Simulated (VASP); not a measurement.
Set up this calculation in VASP 6.6.1, as the native input.

- Task: single point
- Functional: PBEsol
- Potentials or basis: VASP PAW PBE potentials, release 64 (Pt)
- Cutoff: 520 eV
- k mesh: 6 × 6 × 6
- Occupations: gaussian, width 0.1 eV
- Spin: no spin polarisation
- Dipole correction: no
- Further INCAR settings: ALGO = Fast; EDIFF = 1e-06; NBANDS = 72

The structure of Pt lies in POSCAR:

```
Pt
1.0
    3.6769865459      2.1229091721      5.2573542366
   -3.6769865459      2.1229091721      5.2573542366
    0.0000000000     -4.2458183442      5.2573542366
Pt
12
Direct
    0.0215644907      0.6616074641      0.0215644907
    0.0215644907      0.0215644907      0.6616074641
    0.6616074641      0.0215644907      0.0215644907
    0.9784355093      0.3383925359      0.9784355093
    0.3383925359      0.9784355093      0.9784355093
    0.9784355093      0.9784355093      0.3383925359
    0.2601841583      0.6005536231      0.2601841583
    0.2601841583      0.2601841583      0.6005536231
    0.6005536231      0.2601841583      0.2601841583
    0.7398158417      0.3994463769      0.7398158417
    0.3994463769      0.7398158417      0.7398158417
    0.7398158417      0.7398158417      0.3994463769
```

The cell was built by a generator and needn't be a form met in nature.

These files were run (other wordings do the same):

INCAR

```
  ALGO = Fast
  EDIFF = 1E-6
  ENCUT = 520
  GGA = PS
  ISIF = 2
  ISMEAR = 0
  LASPH = True
  LCHARG = True
  LELF = True
  LREAL = False
  LVHAR = True
  LWAVE = False
  NBANDS = 72
  NELM = 100
  PREC = Accurate
  SIGMA = 0.1
```

KPOINTS

```
k-points
0
Gamma
  6 6 6
```

Potentials or basis: VASP PAW PBE potentials, release 64 (Pt).

Command:

```bash
$ cat potpaw_PBE.64/Pt/POTCAR > POTCAR
$ mpirun -np 1 vasp_std > vasp.out
```

Results of the run:

```json
{"Pressure": "-0.4 GPa", "Largest force": "0.014 eV/Å", "Band gap on the k mesh": "none (metal or under the smearing width)"}
```

Caveat: the PAW data sets were made with another functional, which shifts forces and pressure a little.

It took 5.7 min on 1 thread of Intel(R) Xeon(R) 6975P-C (Granite Rapids), with other jobs on the host, peak memory 0.58 GiB.
